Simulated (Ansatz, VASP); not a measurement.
Ta3N: VASP beside Ansatz

```
CELL_PARAMETERS angstrom
3.03222 0.00000 0.00000
-1.51611 2.62598 0.00000
0.00000 0.00000 7.52414
ATOMIC_POSITIONS crystal
Ta 0.66667 0.33333 0.82607
Ta 0.33333 0.66667 0.17393
Ta 0.00000 0.00000 0.50000
N 0.00000 0.00000 0.00000
```

The cell comes from a database or a generator and needn't be the stable form of this composition.

Alike in both runs: task relaxation of cell and atoms; functional BLYP; dispersion D3(BJ); k mesh 7 × 7 × 3; occupations fermi-dirac, width 0.05 eV; no spin polarisation.

```csv
,VASP,Ansatz
version,VASP 6.6.1,Ansatz 0.2.0
potentials or method,"VASP PAW PBE potentials, release 64 (Ta_pv, N)",Ansatz PAW
plane-wave cutoff (eV),600,420
valence electrons in the cell,38,44
```

|  | VASP | Ansatz | Ansatz less VASP |
| --- | --- | --- | --- |
| gap on the k mesh at the Fermi level, each at its own relaxed structure (eV) | none | none | - |
| relaxed volume (Å³/atom) | 14.55 | 14.47 | -0.079 |
| relaxed cell length with the largest relative difference (Å) | 7.636 | 7.616 | -0.0201 |
| energy change over the relaxation (meV/atom) | -15 | -18 | -3.1 |

A gap of «none» marks a metal or a gap that the smearing closes. The two sets of potentials don't hold the same shells in valence.

Caveats: pairwise dispersion overbinds metals, which lowers pressure and volume; the PAW data sets were made with another functional, which shifts forces and pressure a little (VASP); the plane-wave basis is chosen anew once the cell has moved, so the energies of steps on either side of that aren't comparable (Ansatz); the PAW data sets come from PBE, with cores solved anew for the run's functional, which leaves a small shift of forces and pressure (Ansatz). The runs have no spin-orbit coupling, so splittings on Ta are missing.
